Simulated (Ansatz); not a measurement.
## How long does this Ansatz run take?

```yaml
crystal:
  lattice:
    - [2.38025, 1.3742379782, 4.3318666667]
    - [-2.38025, 1.3742379782, 4.3318666667]
    - [0.0, -2.7484759565, 4.3318666667]
  atoms:
    - { symbol: Al, position: [0.3520823946, 0.3520823946, 0.3520823946] }
    - { symbol: Al, position: [0.1479176054, 0.1479176054, 0.1479176054] }
    - { symbol: Al, position: [0.6479176054, 0.6479176054, 0.6479176054] }
    - { symbol: Al, position: [0.8520823946, 0.8520823946, 0.8520823946] }
    - { symbol: O, position: [0.5564629985, 0.9435370015, 0.25] }
    - { symbol: O, position: [0.25, 0.5564629985, 0.9435370015] }
    - { symbol: O, position: [0.9435370015, 0.25, 0.5564629985] }
    - { symbol: O, position: [0.4435370015, 0.0564629985, 0.75] }
    - { symbol: O, position: [0.75, 0.4435370015, 0.0564629985] }
    - { symbol: O, position: [0.0564629985, 0.75, 0.4435370015] }
kpoints:
  mp_grid: { grid: [8, 8, 8] }
scf:
  occupations: { method: fermi_dirac, width: 0.02 }
hamiltonian:
  xc: pbesol
  pseudopotentials: { kind: paw }
output:
  forces: true
  stress: true
  populations: true
  efg:
    quadrupole_moments_barn: { Al: 0.1466, O: -0.02558 }
    contact_densities: true
```

```sh
ansatz run input.yaml --threads 4 --pin off --max-ram 8192MiB --backend cpu --events-out ev --progress --plain --runs-dir out
```

It runs on 4 threads of Intel Xeon Platinum 8488C (Sapphire Rapids) (x86_64; 16 cores open to the job, memory cap 8.0 GiB, no GPU), a shared host with a load of 0.4 a core.

Task: How much time and memory should be set aside?

Result: About 2.9 s of wall time (9.3 s of CPU time) and 0.55 GiB. The run holds 48 valence electrons in 34 bands, about 1653 plane waves a k-point and 65 irreducible k-points, and took 6 SCF iterations. Times on a shared host vary by tens of per cent.
